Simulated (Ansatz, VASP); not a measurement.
This is a calculation of CdTe for VASP 6.6.1.

Contents of INCAR:

```
ALGO     = Normal         # electronic algorithm
EDIFF    = 1E-6           # SCF threshold, eV
ENCUT    = 520            # plane-wave cutoff, eV
ISIF     = 2              # what is computed and relaxed
ISMEAR   = -1             # smearing method
LASPH    = True           # aspherical terms in the spheres
LCHARG   = False          # write CHGCAR
LMIXTAU  = True         
LREAL    = False          # projectors in reciprocal space
LWAVE    = False          # write WAVECAR
METAGGA  = R2SCAN         # meta-GGA
NELM     = 80             # most SCF steps
PREC     = Accurate       # precision mode
SIGMA    = 0.05           # smearing width, eV
```

File KPOINTS:

```
k-points
0
Gamma
  7 7 7
```

Contents of POSCAR:

```
CdTe
1.0
    0.0000000000      3.1834892848      3.1834892848
    3.1834892848      0.0000000000      3.1834892848
    3.1834892848      3.1834892848      0.0000000000
Te Cd
1 1
Direct
    0.7500000000      0.7500000000      0.7500000000
    0.0000000000      0.0000000000      0.0000000000
```

Potentials or basis: VASP PAW PBE potentials, release 64 (Te, Cd).

Command:

```bash
$ cat potpaw_PBE.64/Te/POTCAR potpaw_PBE.64/Cd/POTCAR > POTCAR
$ mpirun -np 1 vasp_std > vasp.out
```

Question: Translate it to Ansatz 0.2.0. Potentials there: Ansatz PAW.

Answer: As run (the cutoff follows the program's own potentials):

The input input.yaml:

```yaml
crystal:
  lattice:
    - [0.0, 3.1834892848, 3.1834892848]
    - [3.1834892848, 0.0, 3.1834892848]
    - [3.1834892848, 3.1834892848, 0.0]
  atoms:
    - { symbol: Te, position: [0.75, 0.75, 0.75] }
    - { symbol: Cd, position: [0.0, 0.0, 0.0] }
hamiltonian:
  xc: r2scan
  pseudopotentials: { kind: paw }
kpoints:
  mp_grid: { grid: [7, 7, 7] }
scf:
  occupations: { method: fermi_dirac, width: 0.05 }
output:
  forces: true
  stress: true
  eigenvalues: true
```

Potentials or basis: Ansatz PAW.

Launch:

```bash
$ ansatz run input.yaml --threads 2 --pin off --max-ram 5120MiB --backend cpu --events-out ev --progress --plain --runs-dir out
```

Both were run:

|  | VASP | Ansatz | Ansatz less VASP |
| --- | --- | --- | --- |
| gap on the k mesh at the Fermi level (eV) | 1.45 | 1.45 | +0.003 |
| least direct gap on the mesh (eV) | 1.45 | 1.45 | +0.003 |
| pressure (GPa) | 4.5 | 4.4 | -0.15 |

The two sets of potentials don't hold the same shells in valence.

Caveats: spin-orbit coupling is left out, which moves the levels of the heavy elements; the PAW data sets were made with another functional, which shifts forces and pressure a little (VASP); odd divisions of the mesh miss points on the zone boundary, where band edges often lie, so the gap on the mesh can be too wide (Ansatz); the PAW data sets come from PBE, with cores solved anew for the run's functional, which leaves a small shift of forces and pressure (Ansatz).
